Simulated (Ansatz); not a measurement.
## Where As_O puts its levels in the gap of Al2O3 (R-3c)

Aim: at which Fermi levels does As_O in Al2O3 (R-3c) change its charge? The model is a cell of 120 host atoms with 1 O taken out and 1 As put in.

Program: Ansatz 0.2.0. Level of theory: place-levels on PBEsol runs: charge-transition levels and formation energies with image-charge correction and potential alignment at the atomic sites. Results are calculated unless marked as measured.

Experimental background.

“Multi-petahertz electron interference in Cr:Al2O3 solid-state material” (2018, pmc:5906618) quotes from earlier work for Al2O3, alpha (corundum) (high-purity reference sample): band gap (optical band gap of host from absorption) 8.7 eV [literature value quoted for a high-purity sample; optical absorption edge, temperature …].

**1. The starting structure**

The cell holds 120 atoms: 48 Al, 71 O and 1 As. Cell: a = 9.548 Å, b = 9.548 Å, c = 13.015 Å, α = 90.0°, β = 90.0°, γ = 120.0°. It derives from Al2O3 (space group R-3c). Nearest the centre at fractional (0.680, 0.514, 0.583): As107 at 0.00 Å, Al65 at 1.86 Å, Al91 at 1.86 Å, Al99 at 1.97 Å, Al102 at 1.97 Å, O117 at 2.53 Å, O120 at 2.53 Å, O80 at 2.62 Å.

Known beforehand: the electronic dielectric constant, (3.30, 3.30, 3.26), and the static one, (9.72, 9.72, 11.81), computed on the host (DFPT, PBEsol).

The cell's shortest repeat is 9.5 Å.

**2. What was run first**

Levels follow from differences of total energies between charge states, each relaxed by itself.

The atoms start from small random displacements, which break the site symmetry. Forces are taken at one point at (¼, ¼, ¼). The cell holds 1 electron more than the neutral one, with a uniform background that keeps it neutral on the whole.

One of the inputs; charge, spin and start change from state to state.

Input file qm1.relax/input.yaml:

```yaml
crystal:
  lattice:
    - [4.77386743, 0.0, 0.0]
    - [-2.38693371, 4.13429047, 0.0]
    - [0.0, 0.0, 13.01480709]
  atoms:
    - { symbol: Al, position: [0.0, 0.0, 0.64792089] }
    - { symbol: Al, position: [0.33333333, 0.66666667, 0.31458755] }
    - { symbol: Al, position: [0.66666667, 0.33333333, 0.98125422] }
    - { symbol: Al, position: [0.0, 0.0, 0.85207911] }
    - { symbol: Al, position: [0.33333333, 0.66666667, 0.51874578] }
    - { symbol: Al, position: [0.66666667, 0.33333333, 0.18541245] }
    - { symbol: Al, position: [0.0, 0.0, 0.14792089] }
    - { symbol: Al, position: [0.33333333, 0.66666667, 0.81458755] }
    - { symbol: Al, position: [0.66666667, 0.33333333, 0.48125422] }
    - { symbol: Al, position: [0.0, 0.0, 0.35207911] }
    - { symbol: Al, position: [0.33333333, 0.66666667, 0.01874578] }
    - { symbol: Al, position: [0.66666667, 0.33333333, 0.68541245] }
    - { symbol: O, position: [0.02747357, 0.66666667, 0.41666667] }
    - { symbol: O, position: [0.3608069, 0.33333333, 0.08333333] }
    - { symbol: O, position: [0.69414023, 0.0, 0.75] }
    - { symbol: O, position: [0.02747357, 0.3608069, 0.91666667] }
    - { symbol: O, position: [0.3608069, 0.02747357, 0.58333333] }
    - { symbol: O, position: [0.69414023, 0.69414023, 0.25] }
    - { symbol: O, position: [0.30585977, 0.30585977, 0.75] }
    - { symbol: O, position: [0.6391931, 0.97252643, 0.41666667] }
    - { symbol: O, position: [0.97252643, 0.6391931, 0.08333333] }
    - { symbol: O, position: [0.0, 0.69414023, 0.75] }
    - { symbol: O, position: [0.33333333, 0.3608069, 0.41666667] }
    - { symbol: O, position: [0.66666667, 0.02747357, 0.08333333] }
    - { symbol: O, position: [0.0, 0.30585977, 0.25] }
    - { symbol: O, position: [0.33333333, 0.97252643, 0.91666667] }
    - { symbol: O, position: [0.66666667, 0.6391931, 0.58333333] }
    - { symbol: O, position: [0.30585977, 0.0, 0.25] }
    - { symbol: O, position: [0.6391931, 0.66666667, 0.91666667] }
    - { symbol: O, position: [0.97252643, 0.33333333, 0.58333333] }
  supercell: [2, 2, 1]
  defects: [{ substitution: { at: 106, symbol: As } }]
total_charge: -1
basis:
  ecutwfc: 420
  xc_grid: 2
hamiltonian:
  xc: pbesol
kpoints:
  mp_grid: { grid: [1, 1, 1], shift: [0.25, 0.25, 0.25] }
scf:
  occupations: { method: fixed }
  max_iter: 100
output:
  forces: true
  charged_corrections: { epsilon: [3.3, 3.3, 3.26], static_epsilon: [9.72, 9.72, 11.81] }
relax:
  f_tol: 0.02
  max_steps: 80
  random_displacement: { seed: 3568 }
checkpoint:
  write: "../qm1.relax.run"
  compress: false
  write_wavefunctions: true
  write_every: 100000
```

Command:

```sh
$ ansatz run input.yaml --threads 4 --pin off --max-ram 6594MiB --backend cpu --events-out ev --progress --plain --runs-dir out
```

The relaxed structure is kept and the sampling changed to a 2×2×2 shifted mesh.

The run of this state that the levels use, under PBEsol:

Input file qm1.point/input.yaml:

```yaml
crystal:
  checkpoint: "../qm1.relax.run"
  host: checkpoint
total_charge: -1
basis:
  ecutwfc: 420
  xc_grid: 2
hamiltonian:
  xc: pbesol
kpoints:
  mp_grid: { grid: [2, 2, 2], shift: [0.5, 0.5, 0.5] }
scf:
  occupations: { method: fermi_dirac, width: 0.01 }
  max_iter: 100
output:
  forces: true
  eigenvalues: true
  charged_corrections:
    epsilon: [3.3, 3.3, 3.26]
    static_epsilon: [9.72, 9.72, 11.81]
    defect_position: [0.680261, 0.513594, 0.583333]
  eigenstates: { localisation: true }
  populations: true
  band_densities: [{ bands: [v1, v1] }, { bands: [c1, c1] }]
  write_density: true
  write_potential: true
  volumetric_format: npy
  elf: true
checkpoint:
  read: "../qm1.relax.run"
  write: "../qm1.point.run"
  compress: false
  write_wavefunctions: false
  write_every: 100000
```

Relaxations under PBEsol at one point at (¼, ¼, ¼); times on 4 threads of Arm Neoverse V2, shared host:

| charge | moment (μB) | occupations | outcome | steps | largest displacement against the far atoms (Å) | time |
| --- | --- | --- | --- | --- | --- | --- |
| −1 | 0 | fixed | converged | 7 | 0.36 | 2.1 min |
| 0 | 1 | fixed | converged | 7 | 0.39 | 4.4 min |

Single points under PBEsol at a 2×2×2 shifted mesh; times on 4 threads of Arm Neoverse V2, shared host:

| charge | moment (μB) | occupations | outcome | time |
| --- | --- | --- | --- | --- |
| −1 | 0 | fermi-dirac | converged | 2.7 min |
| 0 | 1 | fermi-dirac | converged | 7.5 min |

Distances (Å) from As107 to the nearest atoms after relaxation with PBEsol:

| charge | moment (μB) | 1. | 2. | 3. | 4. | 5. | 6. |
| --- | --- | --- | --- | --- | --- | --- | --- |
| −1 | 0 | Al 2.13 | Al 2.13 | Al 2.22 | Al 2.22 | O 2.78 | O 2.78 |
| 0 | 1 | Al 2.15 | Al 2.15 | Al 2.28 | Al 2.28 | O 2.75 | O 2.75 |

**3. Placing the levels, PBEsol**

A charged cell interacts with its images and the background, and its potential has another zero than the host's. place-levels removes the first by a point-charge model, screened by the static dielectric constant since the ions have relaxed around the charge, and the second by comparing potentials at atoms far from the defect.

The host is a run of the defect-free crystal in the same cutoffs, grids and k-points, so that basis and sampling errors cancel in part in the differences. The host is run in a cell of 30 atoms on a matching mesh. Its band edges are searched through the zone by a band path, so the gap is smaller than, or equal to, that on the mesh. Chemical potentials are energies per atom of O (O2 molecule) and As (grey arsenic (A7)), run with the same functional and cutoff.

Input file levels.point.yaml:

```yaml
host:
  run: host.point.run
states: [qm1.point.run, q0_M1.point.run]
geometry_from:
  qm1.point.run: qm1.relax.run
  q0_M1.point.run: q0_M1.relax.run
  host.point.run: host.relax.run
chemical_potentials:
  O:
    energy: -558.282649
    dataset: "<sha256 of the dataset>"
  As:
    energy: -4813.023712
    dataset: <sha256 of the dataset>
```

Command:

```sh
$ ansatz place-levels levels.point.yaml -- --threads 4 --pin off --max-ram 6594MiB
```

Numbers of over 12 decimals in the logs are rounded to 6 here.

Output:

```text
(0/-1) 3.508 eV above the valence edge, 2.521 eV under the conduction edge
formation energy of charge 0: +11.970 eV with the Fermi level at the valence edge
formation energy of charge -1: +15.478 eV with the Fermi level at the valence edge
  edges by pbesol, gap 6.030 eV; the host is sampled to repeats of 19.10 Å
  the defect's cells are sampled to repeats of 19.10 Å, like sampling
  charge 0: +0.000 eV for its dipole among its images, +0.000 omitted
  charge -1: -69977.8994 eV with its correction of +0.006 eV, at epsilon [9.72, 9.72, 11.81], aligned at sites: +0.1857 eV, mean over 69 atomic sites at or beyond 4.77 Å from the host's site at [0.6804, 0.5137, 0.5833] by the defect at [0.6803, 0.5136, [...]
  of states[0] (qm1.point.run): how wide its charge is, is not read beside other atoms or cores, and a band state would take no correction. [...]
```

Run time: 0.2 s. Hardware: 4 threads of Arm Neoverse V2, shared host.

Levels between the charges placed, in eV above the valence top:

|  | gap (eV) | (0/−1) |
| --- | --- | --- |
| PBEsol | 6.03 | 3.51 |

Corrections by state:

| charge | moment (μB) | image terms and alignment (eV) | band filling (eV) | ε used | over the lowest of its charge, as the program ranks them, band filling apart (eV) |
| --- | --- | --- | --- | --- | --- |
| 0 | 1.0 | 0.000 | - | - | 0.000 |
| −1 | 0.0 | 0.006 | - | principal values (9.72, 9.72, 11.81) | 0.000 |

From the program's caveats on the states, each cut to its opening words:

- charge −1: how wide its charge is, is not read beside other atoms or cores, and a band state would take no correction

The host's formation energy from the elements is -3.094 eV per atom; it sets how far the chemical potentials can move.

Limit set by the element alone; other compounds of these elements are not counted. Chemical potentials from the elements' reference states: Al 0.00 eV, O -5.16 eV, As 0.00 eV. Formation energies (Al-rich), with the Fermi level at the valence top and at the conduction bottom (gap 6.03 eV):

| charge | at valence top (eV) | at conduction bottom (eV) | correction included (eV) |
| --- | --- | --- | --- |
| 0 | 6.81 | 6.81 | 0.00 |
| −1 | 10.32 | 4.29 | 0.01 |

Fermi level (eV), lowest formation energy (eV) and a bar from the least value:
```
     0.00       6.81 ##############################
     0.55       6.81 ##############################
     1.10       6.81 ##############################
     1.64       6.81 ##############################
     2.19       6.81 ##############################
     2.74       6.81 ##############################
     3.29       6.81 ##############################
     3.84       6.48 ##########################
     4.39       5.94 ####################
     4.93       5.39 #############
     5.48       4.84 #######
     6.03       4.29
```

Limit set by the element alone; other compounds of these elements are not counted. Chemical potentials from the elements' reference states: O 0.00 eV, Al -7.73 eV, As 0.00 eV. Formation energy by charge state (O-rich; gap 6.03 eV):

| charge | at valence top (eV) | at conduction bottom (eV) | correction included (eV) |
| --- | --- | --- | --- |
| 0 | 11.97 | 11.97 | 0.00 |
| −1 | 15.48 | 9.45 | 0.01 |

```csv
Fermi level (eV),lowest formation energy (eV)
0.00,11.97
0.55,11.97
1.10,11.97
1.64,11.97
2.19,11.97
2.74,11.97
3.29,11.97
3.84,11.64
4.39,11.09
4.93,10.54
5.48,10.00
6.03,9.45
```

**4. The same at the relaxations' own k-points**

The relaxations' own energies give the levels at their sampling, for comparison.

levels.relax_mesh.yaml is levels.point.yaml with these lines changed:

```diff
-  run: host.point.run
-states: [qm1.point.run, q0_M1.point.run]
-geometry_from:
-  qm1.point.run: qm1.relax.run
-  q0_M1.point.run: q0_M1.relax.run
-  host.point.run: host.relax.run
+  run: host.relax.run
+states: [qm1.relax.run, q0_M1.relax.run]
```

Command:

```sh
$ ansatz place-levels levels.relax_mesh.yaml -- --threads 4 --pin off --max-ram 6594MiB
```

Output:

```text
(0/-1) 3.509 eV above the valence edge, 2.522 eV under the conduction edge
formation energy of charge 0: +11.958 eV with the Fermi level at the valence edge
formation energy of charge -1: +15.466 eV with the Fermi level at the valence edge
  edges by pbesol, gap 6.030 eV; the host is sampled to repeats of 16.14 Å
[... the lines on each state left out ...]
```

Levels between neighbouring charges, in eV above the valence top:

|  | gap (eV) | (0/−1) |
| --- | --- | --- |
| one point at (¼, ¼, ¼) | 6.03 | 3.51 |
| a 2×2×2 shifted mesh | 6.03 | 3.51 |

Going from one point at (¼, ¼, ¼) to a 2×2×2 shifted mesh moves the levels that carry no band-filling term by up to 0.00 eV and formation energies against the elements by up to 0.01 eV.

**5. Results**

| Property | Result |
| --- | --- |
| gap of the host | 6.03 eV (PBEsol) |
| level (0/minus 1) | 3.51 eV above the valence top |
| lowest of the charges placed, just above the valence top (0.02 eV) | 0 |
| lowest of the charges placed, just below the conduction bottom (0.02 eV) | −1 |
| lowest formation energy at mid-gap of the charges run, Al-rich | 6.81 eV |
| lowest formation energy at mid-gap of the charges run, O-rich | 11.97 eV |

What this shows: Of the charges placed (−1 and 0), the lowest changes at 3.51 eV (0/−1) above the valence top, in a gap of 6.03 eV. Charges above 0 and below −1 were not placed, so these runs say nothing of levels that involve them. States placed: 0 at 1 μB; −1 at 0 μB. Other spin states or structures, where not listed, weren't placed. As is taken at its element; compounds, which aren't counted here, bound the chemical potentials and would shift these formation energies. Going from one point at (¼, ¼, ¼) to a 2×2×2 shifted mesh moves the levels that carry no band-filling term by up to 0.00 eV and formation energies against the elements by up to 0.01 eV. What this leaves open: PBEsol makes the gap too small and tends to spread out bound carriers; where a gas molecule sets a chemical potential or the host's formation energy, its binding is uncorrected.

Comparison with the measured values:

| quantity | measured | PBEsol |
| --- | --- | --- |
| band gap (least gap of the host; the measured gap is an optical one, which needn't be the least gap) (eV) | 8.7 | 6.03 (-2.67 eV) |

Measured values from pmc:5906618 (2018).

How well it matches: The band gap is off by -2.67 eV: a clear miss. Local and semilocal functionals usually give gaps below the measured ones. An optical gap can lie under the band gap by the exciton's binding. Zero-point and thermal motion shift the measured gap.

[Logs are printed without paths, hosts, clocks, repeated set-up lines and the standing remarks that a program may print on its own settings, such as how far it seeks lower states.]

[Hosts, paths, dates, database ids (printed as entryN), source tags and the programs' standing remarks are cut or masked in the printed files.]

[Where a table of states has a column of steps, it counts the stored structures, which are thinned; the runs took as many ionic steps or more.]

[A defect's name tells the site on which it was built; relaxed atoms can leave that site.]

[For some hosts the program warned that the k-mesh of the response run may be too coarse for force constants and the static dielectric constant; such warnings are not shown here.]
